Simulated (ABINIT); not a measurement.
# TiB2 (P6/mmm) in ABINIT: notebook

Aim: see how the results for TiB2 move with the level of theory and the settings. Levels: PBE, LDA, PBEsol, RPBE. Tasks: relaxation of cell and atoms.

All numbers are computed with ABINIT 10.8.3 (patched build); they aren't measurements. Logs are shortened: lines on timing, memory, paths and dates and some standing lists are left out, and cuts for length are marked. The log counts tension as positive stress, the text compression.

## Step 1: Starting point

It takes space group P6/mmm (No. 191, hexagonal). The conventional cell has a = 3.029 Å, b = 3.029 Å, c = 3.228 Å, α = 90.00°, β = 90.00°, γ = 120.00°. Ti (site symmetry 6/mmm) is surrounded by 12 B at 2.38 Å. Around B (site symmetry -6m2) lie 3 B at 1.75 Å.

## Step 2: Relaxation of cell and atoms, PBE

File run.abi:

```
pp_dirpath "./"
pseudos "Ti.GGA_PBE-JTH.xml, B.GGA_PBE-JTH.xml"

acell 3.0292 3.0292 3.2284 Angstrom
rprim
     1.0000000000     0.0000000000     0.0000000000
    -0.5000000000     0.8660254038     0.0000000000
     0.0000000000     0.0000000000     1.0000000000
ntypat 2
znucl 22 5
natom 3
typat 1 2 2
xred
     0.0000000000     0.0000000000     0.0000000000
     0.6666666667     0.3333333333     0.5000000000
     0.3333333333     0.6666666667     0.5000000000
chkprim 0
chksymtnons 0
tolsym 1.0e-6

ecut 18.0
pawecutdg 36.0
pawxcdev 0
pawovlp -1

kptopt 1
ngkpt 10 10 8
nshiftk 1
shiftk 0.0 0.0 0.0

ixc 11

nband 13
occopt 3
tsmear 0.05 eV

nstep 100
tolvrs 1.0e-9

iomode 3
prtwf 0
prtden 0
prteig 0
prtebands 0

ionmov 22
ntime 60
tolmxf 5.0e-5
optcell 2
dilatmx 1.08
ecutsm 0.5
```

Potentials or basis: JTH PAW PBE v2.0.

The run is started by

```bash
> abinit run.abi > log 2>&1
```

run.abo:

```text
.Version 10.8.3 of ABINIT
 Symmetries : space group P6/m m m (#191); Bravais hP (primitive hexag.)
================================================================================
 Values of the parameters that define the memory need of the present run
     intxc =       0    ionmov =      22      iscf =      17    lmnmax =      18
     lnmax =       6     mgfft =      27  mpssoang =       3    mqgrid =    3001
     natom =       3  nloc_mem =       2    nspden =       1   nspinor =       1
    nsppol =       1      nsym =      24    n1xccc =       1    ntypat =       2
    occopt =       3   xclevel =       2
       mpw =         812          nfft =       15552          nkpt =          70
 PAW method is used; the additional fine FFT grid is defined by:
   mgfftf=        36    nfftf =     46656
================================================================================
================================================================================

--------------------------------------------------------------------------------
------------- Echo of variables that govern the present computation ------------
--------------------------------------------------------------------------------
 -outvars: echo values of preprocessed input variables --------
            acell      5.7243583806E+00  5.7243583806E+00  6.1007918249E+00 Bohr
              amu      4.78800000E+01  1.08110000E+01
          chkprim           0
      chksymtnons           0
          dilatmx      1.08000000E+00
             ecut      1.80000000E+01 Hartree
           ecutsm      5.00000000E-01 Hartree
           ionmov          22
                       outvar_i_n : Printing only first  50 k-points.
              ixc          11
                       outvar_i_n : Printing only first  50 k-points.
         kptrlatt       10    0    0      0   10    0      0    0    8
          kptrlen      4.88063346E+01
            natom           3
            nband          13
            ngfft          24      24      27
          ngfftdg          36      36      36
             nkpt          70
            nstep         100
             nsym          24
            ntime          60
           ntypat           2
                       prtocc : prtvol=0, do not print more k-points.
           occopt           3
          optcell           2
        pawecutdg      3.60000000E+01 Hartree
          pawovlp     -1.0000000000E+00
         pawxcdev           0
           prtden           0
        prtebands           0
           prteig           0
            prtwf           0
            rprim      1.0000000000E+00  0.0000000000E+00  0.0000000000E+00
                      -5.0000000000E-01  8.6602540380E-01  0.0000000000E+00
                       0.0000000000E+00  0.0000000000E+00  1.0000000000E+00
          spgroup         191
           tolsym      1.00000000E-06
           tolvrs      1.00000000E-09
           tsmear      1.83746611E-03 Hartree
            typat      1  2  2
           useylm           1
[... 407 lines left out ...]
    1      0.00000000000000     0.00000000000000    -0.00000000000000
    2     -0.00000000000000    -0.00000000000000    -0.00000000000000
    3      0.00000000000000     0.00000000000000    -0.00000000000000
 frms,max,avg= 3.4630019E-29 7.8310077E-29   0.000E+00  0.000E+00  0.000E+00 h/b

 cartesian forces (eV/Angstrom) at end:
    1      0.00000000000000     0.00000000000000    -0.00000000000000
    2     -0.00000000000000    -0.00000000000000    -0.00000000000000
    3      0.00000000000000     0.00000000000000    -0.00000000000000
 frms,max,avg= 1.7807472E-27 4.0268661E-27   0.000E+00  0.000E+00  0.000E+00 e/A
 length scales=  5.730733794419  5.730733794496  6.104459114147 bohr
              =  3.032573723701  3.032573723742  3.230340645904 angstroms
 Fermi (or HOMO) energy (hartree) =   0.36420   Average Vxc (hartree)=  -0.45601
 Eigenvalues (hartree) for nkpt=  70  k points:
 kpt#   1, nband= 13, wtk=  0.00125, kpt=  0.0000  0.0000  0.0000 (reduced coord)
  -1.72603   -0.85689   -0.84575   -0.84575   -0.12984    0.27068    0.27068    0.28107
   0.28884    0.43588    0.43588    0.50033    0.50033
      occupation numbers for kpt#   1
   2.00000    2.00000    2.00000    2.00000    2.00000    2.00000    2.00000    2.00000
   2.00000    0.00000    0.00000    0.00000    0.00000
 prteigrs : prtvol=0 or 1, do not print more k-points.

--- !EnergyTerms
iteration_state     : {dtset: 1, itime: 3, icycle: 1, }
comment             : Components of total free energy in Hartree
kinetic             :  1.14099123042665E+01
hartree             :  1.15240705414853E+01
xc                  : -5.62005018326879E+00
Ewald energy        : -5.12604690605799E+01
psp_core            :  3.51311715079943E+00
local_psp           : -3.42672600041824E+01
PAW spherical_terms :  2.10645130890984E-01
internal            : -6.44900341205889E+01
'-kT*entropy'       : -2.34584778206785E-04
total_energy        : -6.44902687053672E+01
total_energy_eV     : -1.75486961084885E+03
...

--- !EnergyTermsDC
iteration_state     : {dtset: 1, itime: 3, icycle: 1, }
comment             : '"Double-counting" decomposition of free energy'
band_energy         : -6.88364507908670E+00
Ewald energy        : -5.12604690605799E+01
psp_core            :  3.51311715079943E+00
xc_dc               : -1.05409328202481E+01
PAW spherical_terms :  6.81895160907174E-01
internal            : -6.44900346482081E+01
'-kT*entropy'       : -2.34584778206785E-04
total_energy_dc     : -6.44902692329863E+01
total_energy_dc_eV  : -1.75486962520610E+03
...

--- !EnergyTermsWithPAWCore
iteration_state     : {dtset: 1, itime: 3, icycle: 1, }
comment             : 'Components of total free energy, including PAW core contributions'
Total energy        : -9.03625783390019E+02
Total energy DC     : -9.03625783917638E+02
Total energy (eV)   : -2.45889102136530E+04
Total energy DC (eV): -2.45889102280102E+04
...

 Cartesian components of stress tensor (hartree/bohr^3)
  sigma(1 1)= -4.77133208E-08  sigma(3 2)=  0.00000000E+00
  sigma(2 2)= -4.77140480E-08  sigma(3 1)=  0.00000000E+00
  sigma(3 3)=  4.22641053E-07  sigma(2 1)=  0.00000000E+00

-Cartesian components of stress tensor (GPa)         [Pressure= -3.2090E-03 GPa]
- sigma(1 1)= -1.40377436E-03  sigma(3 2)=  0.00000000E+00
- sigma(2 2)= -1.40379576E-03  sigma(3 1)=  0.00000000E+00
- sigma(3 3)=  1.24345291E-02  sigma(2 1)=  0.00000000E+00

== END DATASET(S) ==============================================================
================================================================================

 -outvars: echo values of variables after computation  --------
            acell      5.7307337944E+00  5.7307337945E+00  6.1044591141E+00 Bohr
           etotal     -6.4490269233E+01
            fcart      1.5662015370E-29  9.0424687900E-30 -0.0000000000E+00
                      -7.8310076852E-29 -1.8084937580E-29 -0.0000000000E+00
                       6.2648061482E-29  9.0424687900E-30 -0.0000000000E+00
            rprim      1.0000000000E+00  0.0000000000E+00  0.0000000000E+00
                      -4.9999999999E-01  8.6602540379E-01  0.0000000000E+00
                       0.0000000000E+00  0.0000000000E+00  1.0000000000E+00
           strten     -4.7713320846E-08 -4.7714048029E-08  4.2264105330E-07
                       0.0000000000E+00  0.0000000000E+00  0.0000000000E+00
           xangst      7.3441966946E-29  6.3602609080E-29  0.0000000000E+00
                       1.5162868619E+00  8.7542862787E-01  1.6151703230E+00
                      -4.0294369440E-17  1.7508572557E+00  1.6151703230E+00
             xred      3.6326553105E-29  2.4217702070E-29  0.0000000000E+00
                       6.6666666667E-01  3.3333333333E-01  5.0000000000E-01
                       3.3333333333E-01  6.6666666667E-01  5.0000000000E-01
 Calculation completed.
```

It took 49 s on 1 thread of Arm Neoverse V2, shared host; peak memory 0.12 GiB.

What came out:

```yaml
Free_energy: -1754.8696 eV
Relaxed_volume: 8.58 Å³/atom
Relaxed_cell: a = 3.033 Å, b = 3.033 Å, c = 3.230 Å, α = 90.00°, β = 90.00°, γ = 120.00°
Space_group_after_relaxing_to_0.05_Å: P6/mmm (No. 191)
Energy_gained_by_relaxing: 0.1 meV/atom
Ionic_steps: 3
Pressure_after_relaxing: 0.0 GPa
Band_gap_on_the_k_mesh: none (metal or under the smearing width)
```

Step by step:
```
step  energy change (eV)  largest force (eV/Å)  pressure (GPa)  volume (Å³)
   1              0.0000                0.0000            0.74        25.66
   2             -0.0002                0.0000            0.14        25.71
   3             -0.0002                0.0000            0.00        25.73
```

Final structure:
```
CELL_PARAMETERS angstrom
3.03257 0.00000 0.00000
-1.51629 2.62629 0.00000
0.00000 0.00000 3.23034
ATOMIC_POSITIONS crystal
Ti 0.00000 0.00000 0.00000
B 0.66667 0.33333 0.50000
B 0.33333 0.66667 0.50000
```

Caveat: the atomic spheres overlap.

## Step 3: Relaxation of cell and atoms, LDA

run.abi, as its differences from that of step 2:

```diff
@@ -22,3 +22,2 @@
 pawecutdg 36.0
-pawxcdev 0
 pawovlp -1
@@ -30,3 +29,3 @@
 
-ixc 11
+ixc 7
```

Potentials or basis: JTH PAW PBE v2.0.

The run is started by

```bash
> abinit run.abi > log 2>&1
```

Wall time 71 s (1 thread of Arm Neoverse V2, shared host); peak memory 0.1 GiB.

Results (log left out):

```yaml
Free_energy: -1757.3710 eV
Relaxed_volume: 8.21 Å³/atom
Relaxed_cell: a = 2.997 Å, b = 2.997 Å, c = 3.169 Å, α = 90.00°, β = 90.00°, γ = 120.00°
Space_group_after_relaxing_to_0.05_Å: P6/mmm (No. 191)
Energy_gained_by_relaxing: 11.2 meV/atom
Ionic_steps: 5
Pressure_after_relaxing: 0.0 GPa
Band_gap_on_the_k_mesh: none (metal or under the smearing width)
```

Step by step:
```
step  energy change (eV)  largest force (eV/Å)  pressure (GPa)  volume (Å³)
   1              0.0000                0.0000          -10.16        25.66
   2             -0.0312                0.0000           -2.24        24.87
   3             -0.0334                0.0000            0.15        24.64
   4             -0.0336                0.0000            0.12        24.64
   5             -0.0336                0.0000            0.00        24.64
```

Final structure:
```yaml
crystal:
  lattice:
    - [2.99668, 0.00000, 0.00000]
    - [-1.49834, 2.59520, 0.00000]
    - [0.00000, 0.00000, 3.16880]
  atoms:
    - { symbol: Ti, position: [0.00000, 0.00000, 0.00000] }
    - { symbol: B, position: [0.66667, 0.33333, 0.50000] }
    - { symbol: B, position: [0.33333, 0.66667, 0.50000] }
```

Levels at points of the mesh, in eV from the Fermi level:
```csv
k point,band 6,band 7,band 8,band 9,band 10,band 11,band 12,band 13
"(0.00, 0.00, 0.00)",-2.66,-2.66,-2.12,-2.10,2.08,2.08,3.95,3.95
"(0.50, 0.00, 0.00)",-9.02,-3.22,-3.20,-2.30,1.50,2.94,3.46,3.64
"(0.00, 0.00, 0.50)",-7.62,-0.48,-0.48,-0.16,-0.16,0.52,0.52,1.88
"(0.50, 0.00, 0.50)",-7.39,-4.73,-3.87,-2.98,2.74,3.14,4.92,4.94
```

Caveat: the PAW data sets were made with another functional, which shifts forces and pressure a little; the atomic spheres overlap. Zero-point motion and thermal expansion aren't in these numbers.

## Step 4: Relaxation of cell and atoms, PBEsol

run.abi, as its differences from that of step 3:

```diff
@@ -22,2 +22,3 @@
 pawecutdg 36.0
+pawxcdev 0
 pawovlp -1
@@ -29,3 +30,3 @@
 
-ixc 7
+ixc -116133
```

Potentials or basis: JTH PAW PBE v2.0.

The run is started by

```bash
> abinit run.abi > log 2>&1
```

run.abo:

```text
.Version 10.8.3 of ABINIT
 Symmetries : space group P6/m m m (#191); Bravais hP (primitive hexag.)
================================================================================
 Values of the parameters that define the memory need of the present run
     intxc =       0    ionmov =      22      iscf =      17    lmnmax =      18
     lnmax =       6     mgfft =      27  mpssoang =       3    mqgrid =    3001
     natom =       3  nloc_mem =       2    nspden =       1   nspinor =       1
    nsppol =       1      nsym =      24    n1xccc =       1    ntypat =       2
    occopt =       3   xclevel =       2
       mpw =         812          nfft =       15552          nkpt =          70
 PAW method is used; the additional fine FFT grid is defined by:
   mgfftf=        36    nfftf =     46656
================================================================================
================================================================================

--------------------------------------------------------------------------------
------------- Echo of variables that govern the present computation ------------
--------------------------------------------------------------------------------
 -outvars: echo values of preprocessed input variables --------
            acell      5.7243583806E+00  5.7243583806E+00  6.1007918249E+00 Bohr
              amu      4.78800000E+01  1.08110000E+01
          chkprim           0
      chksymtnons           0
          dilatmx      1.08000000E+00
             ecut      1.80000000E+01 Hartree
           ecutsm      5.00000000E-01 Hartree
           ionmov          22
[... 695 lines left out ...]

--- !EnergyTermsWithPAWCore
iteration_state     : {dtset: 1, itime: 5, icycle: 1, }
comment             : 'Components of total free energy, including PAW core contributions'
Total energy        : -9.02447120641841E+02
Total energy DC     : -9.02447123445209E+02
Total energy (eV)   : -2.45568371663585E+04
Total energy DC (eV): -2.45568372426421E+04
...

 Cartesian components of stress tensor (hartree/bohr^3)
  sigma(1 1)=  2.78472344E-08  sigma(3 2)=  0.00000000E+00
  sigma(2 2)=  2.78464767E-08  sigma(3 1)=  0.00000000E+00
  sigma(3 3)=  3.51032498E-08  sigma(2 1)=  0.00000000E+00

-Cartesian components of stress tensor (GPa)         [Pressure= -8.9045E-04 GPa]
- sigma(1 1)=  8.19293922E-04  sigma(3 2)=  0.00000000E+00
- sigma(2 2)=  8.19271630E-04  sigma(3 1)=  0.00000000E+00
- sigma(3 3)=  1.03277326E-03  sigma(2 1)=  0.00000000E+00

== END DATASET(S) ==============================================================
================================================================================

 -outvars: echo values of variables after computation  --------
            acell      5.7050307390E+00  5.7050307391E+00  6.0342399690E+00 Bohr
           etotal     -6.4424513457E+01
            fcart     -0.0000000000E+00 -0.0000000000E+00 -0.0000000000E+00
                      -0.0000000000E+00  5.4499248664E-29 -0.0000000000E+00
                      -0.0000000000E+00 -5.4499248664E-29 -0.0000000000E+00
            rprim      1.0000000000E+00  0.0000000000E+00  0.0000000000E+00
                      -4.9999999999E-01  8.6602540379E-01  0.0000000000E+00
                       0.0000000000E+00  0.0000000000E+00  1.0000000000E+00
           strten      2.7847234411E-08  2.7846476711E-08  3.5103249776E-08
                       0.0000000000E+00  0.0000000000E+00  0.0000000000E+00
           xangst      1.8059730264E-28  2.2202187672E-44  0.0000000000E+00
                       1.5094861263E+00  8.7150222135E-01  1.5965911373E+00
                       3.9801338081E-17  1.7430044427E+00  1.5965911373E+00
             xred      5.9820789173E-29  8.4919223870E-45  0.0000000000E+00
                       6.6666666667E-01  3.3333333333E-01  5.0000000000E-01
                       3.3333333333E-01  6.6666666667E-01  5.0000000000E-01
 Calculation completed.
```

Run time: 96 s. Hardware: 1 thread of Arm Neoverse V2, shared host; peak memory 0.12 GiB.

What came out:

```
Free energy                            : -1753.0803 eV
Relaxed volume                         : 8.40 Å³/atom
Relaxed cell                           : a = 3.019 Å, b = 3.019 Å, c = 3.193 Å, α = 90.00°, β = 90.00°, γ = 120.00°
Space group after relaxing (to 0.05 Å) : P6/mmm (No. 191)
Energy gained by relaxing              : 2.3 meV/atom
Ionic steps                            : 5
Pressure after relaxing                : 0.0 GPa
Band gap on the k mesh                 : none (metal or under the smearing width)
```

Step by step:
| step | energy change (eV) | largest force (eV/Å) | pressure (GPa) | volume (Å³) |
| --- | --- | --- | --- | --- |
| 1 | 0.0000 | 0.0000 | -4.32 | 25.66 |
| 2 | -0.0061 | 0.0000 | -1.00 | 25.32 |
| 3 | -0.0069 | 0.0000 | 0.11 | 25.20 |
| 4 | -0.0070 | 0.0000 | 0.06 | 25.20 |
| 5 | -0.0070 | 0.0000 | 0.00 | 25.20 |

Final structure:
```
CELL_PARAMETERS angstrom
3.01897 0.00000 0.00000
-1.50949 2.61451 0.00000
0.00000 0.00000 3.19318
ATOMIC_POSITIONS crystal
Ti 0.00000 0.00000 0.00000
B 0.66667 0.33333 0.50000
B 0.33333 0.66667 0.50000
```

Levels at points of the mesh, in eV from the Fermi level:
```csv
k point,band 5,band 6,band 7,band 8,band 9,band 10,band 11,band 12,band 13
"(0.00, 0.00, 0.00)",-13.50,-2.61,-2.61,-2.15,-2.10,2.04,2.04,3.89,3.89
"(0.50, 0.00, 0.00)",-9.38,-9.14,-3.21,-3.16,-2.28,1.47,2.89,3.39,3.55
"(0.00, 0.00, 0.50)",-11.45,-7.62,-0.47,-0.47,-0.16,-0.16,0.51,0.51,1.85
"(0.50, 0.00, 0.50)",-9.72,-7.45,-4.66,-3.84,-3.07,2.69,3.08,4.77,4.85
```

Caveat: the PAW data sets were made with another functional, which shifts forces and pressure a little; the atomic spheres overlap.

## Step 5: Relaxation of cell and atoms, RPBE

run.abi, as its differences from that of step 4:

```diff
@@ -30,3 +30,3 @@
 
-ixc -116133
+ixc 15
```

The run is started by

```bash
> abinit run.abi > log 2>&1
```

Run time: 79 s. Hardware: 1 thread of Arm Neoverse V2, shared host; peak memory 0.12 GiB.

It converged, with:

- Free energy: -1752.9789 eV
- Relaxed volume: 8.73 Å³/atom
- Relaxed cell: a = 3.049 Å, b = 3.049 Å, c = 3.253 Å, α = 90.00°, β = 90.00°, γ = 120.00°
- Space group after relaxing (to 0.05 Å): P6/mmm (No. 191)
- Energy gained by relaxing: 2.9 meV/atom
- Ionic steps: 5
- Pressure after relaxing: 0.0 GPa
- Band gap on the k mesh: none (metal or under the smearing width)

Step by step:
| step | energy change (eV) | largest force (eV/Å) | pressure (GPa) | volume (Å³) |
| --- | --- | --- | --- | --- |
| 1 | 0.0000 | 0.0000 | 5.21 | 25.66 |
| 2 | -0.0082 | 0.0000 | 1.08 | 26.07 |
| 3 | -0.0087 | 0.0000 | 0.04 | 26.18 |
| 4 | -0.0087 | 0.0000 | -0.02 | 26.19 |
| 5 | -0.0087 | 0.0000 | 0.00 | 26.19 |

Final structure:
```cif
data_structure
_symmetry_space_group_name_H-M 'P 1'
_symmetry_Int_Tables_number 1
_cell_length_a 3.0490
_cell_length_b 3.0490
_cell_length_c 3.2528
_cell_angle_alpha 90.000
_cell_angle_beta 90.000
_cell_angle_gamma 120.000
_cell_volume 26.19
loop_
_atom_site_label
_atom_site_type_symbol
_atom_site_fract_x
_atom_site_fract_y
_atom_site_fract_z
_atom_site_occupancy
Ti1 Ti 0.00000 0.00000 0.00000 1
B1 B 0.66667 0.33333 0.50000 1
B2 B 0.33333 0.66667 0.50000 1
```

Levels at points of the mesh, in eV from the Fermi level:
| k point | band 7 | band 8 | band 9 | band 10 | band 11 | band 12 |
| --- | --- | --- | --- | --- | --- | --- |
| (0.00, 0.00, 0.00) | -2.50 | -2.30 | -2.02 | 1.90 | 1.90 | 3.62 |
| (0.50, 0.00, 0.00) | -3.19 | -3.13 | -2.17 | 1.36 | 2.73 | 3.19 |
| (0.00, 0.00, 0.50) | -0.49 | -0.49 | -0.11 | -0.11 | 0.48 | 0.48 |
| (0.50, 0.00, 0.50) | -4.52 | -3.72 | -3.11 | 2.47 | 2.90 | 4.37 |

Caveat: the PAW data sets were made with another functional, which shifts forces and pressure a little; the atomic spheres overlap. RPBE and its kin give volumes clearly too large for solids.

## Step 6: Summary

```csv
level,gap on the mesh (eV),pressure (GPa),relaxed volume (Å³/atom)
PBE,none,0.0,8.58
LDA,none,0.0,8.21
PBEsol,none,0.0,8.40
RPBE,none,0.0,8.73
```

Alike in all rows: task relaxation of cell and atoms; potentials or basis JTH PAW PBE v2.0; no spin polarisation; cell relaxed; k mesh 10 × 10 × 8; cutoff (eV) 490; smearing fermi-dirac 0.05 eV.

Caveats: the atomic spheres overlap; the PAW data sets were made with another functional, which shifts forces and pressure a little (some runs).

Absolute energies hang on the potentials; compare differences alone.
